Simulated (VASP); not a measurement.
**PbO2: equilibrium volume by level of theory**

```yaml
crystal:
  lattice:
    - [4.99496, 0.00000, 0.00000]
    - [0.00000, 4.99496, 0.00000]
    - [0.00000, 0.00000, 3.40900]
  atoms:
    - { symbol: Pb, position: [0.50000, 0.50000, 0.50000] }
    - { symbol: Pb, position: [0.00000, 0.00000, 0.00000] }
    - { symbol: O, position: [0.69257, 0.69257, 0.00000] }
    - { symbol: O, position: [0.80743, 0.19257, 0.50000] }
    - { symbol: O, position: [0.19257, 0.80743, 0.50000] }
    - { symbol: O, position: [0.30743, 0.30743, 0.00000] }
```

The cell is a database's computed one, not the measured one.

```tsv
rung	level	program and potentials	cutoff (eV)	k mesh	smearing	equilibrium volume (Å³/atom)	notes
LDA	LDA	VASP, LDA PAW files O, Pb_d, 600 eV	600	6 × 6 × 8	fermi-dirac 0.05	13.80	-
GGA	AM05	VASP, PBE PAW files O, Pb_d, 600 eV	600	6 × 6 × 8	fermi-dirac 0.05	14.28	potentials made for PBE
GGA	PBE	VASP, PBE PAW files O, Pb_d, 600 eV	600	6 × 6 × 8	fermi-dirac 0.05	14.84	-
GGA + dispersion	RPBE+D4	VASP, PBE PAW files O, Pb_d, 600 eV	600	6 × 6 × 8	fermi-dirac 0.05	14.53	potentials made for PBE
GGA	revPBE	VASP, PBE PAW files O, Pb_d, 600 eV	600	6 × 6 × 8	fermi-dirac 0.05	15.19	potentials made for PBE
GGA + dispersion	revPBE+D3(zero damping)	VASP, PBE PAW files O, Pb_d, 600 eV	600	6 × 6 × 8	fermi-dirac 0.05	14.66	potentials made for PBE
GGA + dispersion	revPBE+D4	VASP, PBE PAW files O, Pb_d, 600 eV	600	6 × 6 × 8	fermi-dirac 0.05	14.48	potentials made for PBE
non-local van der Waals functional	PBEsol+rVV10	VASP, PBE PAW files O, Pb_d, 600 eV	600	6 × 6 × 8	fermi-dirac 0.05	14.14	potentials made for PBE
```

Task: relaxation of cell and atoms. All rows: no spin polarisation. Smearing widths are in eV. Meshes are those of the run's cell of 6 atoms unless a note names another. Relaxations start from the cell shown or near it and stop with a little pressure left. Runs on faulty files, with rough fits or with known faults for this quantity aren't shown. No row holds spin-orbit coupling.

By rung: LDA 13.80; GGA 14.28 to 15.19; GGA + dispersion 14.48 to 14.66; non-local van der Waals functional 14.14 (Å³/atom).

The equilibrium volume of PbO2 depends strongly on the treatment of exchange and correlation. LDA gives the smallest value, 13.80 Å³/atom, and among the plain GGAs the volume grows from AM05 through PBE to revPBE. This order probably reflects exchange that increasingly favours inhomogeneous densities, which weakens the cohesion of the Pb–O framework and lets it expand.

Adding dispersion to revPBE reverses much of that expansion, from 15.19 to 14.66 Å³/atom with D3 and 14.48 Å³/atom with D4, so both corrected volumes fall below the PBE one. The contraction doesn't make PbO2 a van der Waals solid: its cohesion is mainly polar-covalent and ionic, and the added attraction acts throughout a dense, polarisable oxide. Only revPBE allows this direct comparison. The small volume from PBEsol+rVV10 can't be divided between its semilocal part and its non-local correlation, nor can the RPBE+D4 result be split in the same way. Volumes alone also leave open whether the changes come from the Pb–O bond lengths or from the axial ratio.
